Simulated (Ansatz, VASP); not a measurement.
# One calculation of Os, two programs

POSCAR

```
Os
1.0
    2.7341000000      0.0000000000      0.0000000000
   -1.3670500000      2.3678000565      0.0000000000
    0.0000000000      0.0000000000      4.3197000000
Os
2
Direct
    0.6666666667      0.3333333333      0.7500000000
    0.3333333333      0.6666666667      0.2500000000
```

File INCAR.step1:

```
PREC = Accurate
ENCUT = 520
ISMEAR = -1
SIGMA = 0.05
LREAL = False
LASPH = True
NELM = 60
NBANDS = 15
GGA = PE
ALGO = Normal
EDIFF = 1E-4
LWAVE = True
LCHARG = False
```

The input INCAR.step2:

```
PREC = Accurate
ENCUT = 520
EDIFF = 1E-6
ISMEAR = -1
SIGMA = 0.05
LREAL = False
LASPH = True
NELM = 60
ALGO = Normal
ISIF = 2
LWAVE = False
LCHARG = True
METAGGA = R2SCAN
LMIXTAU = True
LELF = True
LVHAR = True
NBANDS = 15
ISTART = 1
```

The input KPOINTS:

```
Automatic mesh
0
Gamma
  6 6 4
```

input.yaml

```yaml
crystal:
  lattice:
    - [2.7341, 0.0, 0.0]
    - [-1.36705, 2.3678000565, 0.0]
    - [0.0, 0.0, 4.3197]
  atoms:
    - { symbol: Os, position: [0.6666666667, 0.3333333333, 0.75] }
    - { symbol: Os, position: [0.3333333333, 0.6666666667, 0.25] }
hamiltonian:
  xc: r2scan
  pseudopotentials: { kind: paw }
kpoints:
  mp_grid: { grid: [6, 6, 4] }
  band_path:
    path:
      - [[0.0, 0.0, 0.0], [0.5, 0.0, 0.0], [0.3333333333, 0.3333333333, 0.0], [0.0, 0.0, 0.0], [0.0, 0.0, 0.5], [0.5, 0.0, 0.5], [0.3333333333, 0.3333333333, 0.5], [0.0, 0.0, 0.5]]
      - [[0.5, 0.0, 0.5], [0.5, 0.0, 0.0]]
      - [[0.3333333333, 0.3333333333, 0.0], [0.3333333333, 0.3333333333, 0.5]]
    npoints: 14
scf:
  occupations: { method: fermi_dirac, width: 0.05 }
  n_extra_bands: 6
output:
  forces: true
  stress: true
  eigenvalues: true
  fatbands: false
```

Alike in both runs: functional r2SCAN; k mesh 6 × 6 × 4; occupations fermi-dirac, width 0.05 eV; no spin polarisation.

|  | VASP | Ansatz |
| --- | --- | --- |
| version | VASP 6.6.1 | Ansatz 0.2.0 |
| potentials or method | VASP PAW PBE potentials, release 64 (Os) | Ansatz PAW |
| plane-wave cutoff (eV) | 520 | 500 |
| valence electrons in the cell | 16 | 32 |
| task | single point | band structure |

VASP gave:

```
gap on the k mesh at the Fermi level (eV)       : none
pressure (GPa)                                  : 2.8
largest component of the traceless stress (GPa) : 4.62
```

**Question.** Which values does Ansatz return?

**Answer.** gap on the k mesh at the Fermi level (eV): none; pressure (GPa): 1.8; largest component of the traceless stress (GPa): 4.62.

A gap of «none» marks a metal or a gap that the smearing closes. The two sets of potentials don't hold the same shells in valence.

Caveats: the k mesh is coarse (spacing up to 0.44 Å⁻¹), so the values aren't converged; the PAW data sets were made with another functional, which shifts forces and pressure a little (VASP); spin-orbit coupling is left out, which moves the levels of the heavy elements (Ansatz); the PAW data sets come from PBE, with cores solved anew for the run's functional, which leaves a small shift of forces and pressure (Ansatz). The runs have no spin-orbit coupling, so splittings on Os are missing.
